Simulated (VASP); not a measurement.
Write the native input for VASP 6.6.1 that does the following.

- Task: dielectric tensor
- Functional: PBE
- Dispersion: D3(BJ)
- Potentials or basis: VASP PAW PBE potentials, release 64 (B_h, N_h)
- Cutoff: 900 eV
- k mesh: 15 × 15 × 6
- Occupations: gaussian, width 0.02 eV
- Spin: no spin polarisation
- Further INCAR settings: ALGO = Fast; EDIFF = 1e-07

The structure of BN lies in POSCAR:

```
BN                                      
1.0
    2.5051530493     -0.0000000000     -0.0000000000
   -1.2525765247      2.1695261763     -0.0000000000
   -0.0000000000      0.0000000000      6.5316863484
  B               N             
     2     2
Direct
     0.3333333300000021    0.6666666699999979    0.2500000000000000
     0.6666666699999979    0.3333333300000021    0.7500000000000000
     0.3333333300000021    0.6666666699999979    0.7500000000000000
     0.6666666699999979    0.3333333300000021    0.2500000000000000
```

The input as run:

INCAR

```
ALGO = Fast
EDIFF = 1E-7
ENCUT = 900
GGA = PE
ISIF = 2
ISMEAR = 0
IVDW = 12
KPAR = 4
LASPH = T
LCHARG = F
LEPSILON = T
LREAL = F
LWAVE = F
NELM = 60
PREC = Accurate
SIGMA = 0.02
```

KPOINTS

```
k-points
0
Gamma
  15 15 6
```

Potentials or basis: VASP PAW PBE potentials, release 64 (B_h, N_h).

The run is started by

```bash
$ cat potpaw_PBE.64/B_h/POTCAR potpaw_PBE.64/N_h/POTCAR > POTCAR
$ mpirun -np 4 vasp_std > vasp.out
```

Results of the run:

- Band gap on the k mesh: 4.26 eV, indirect (least direct gap 4.64 eV)
- Electronic dielectric tensor (diagonal): 4.81, 4.81, 2.77
- Born charges (mean of the diagonal): B +2.07; N -2.07 e
- Dispersion energy per atom: -0.144 eV

Caveat: an odd mesh through Γ misses points on the zone boundary, where band edges often lie.

It took 3.9 min on 4 MPI ranks on Intel(R) Xeon(R) Platinum 8488C (Sapphire Rapids), on a shared host, peak memory 0.68 GiB a rank.
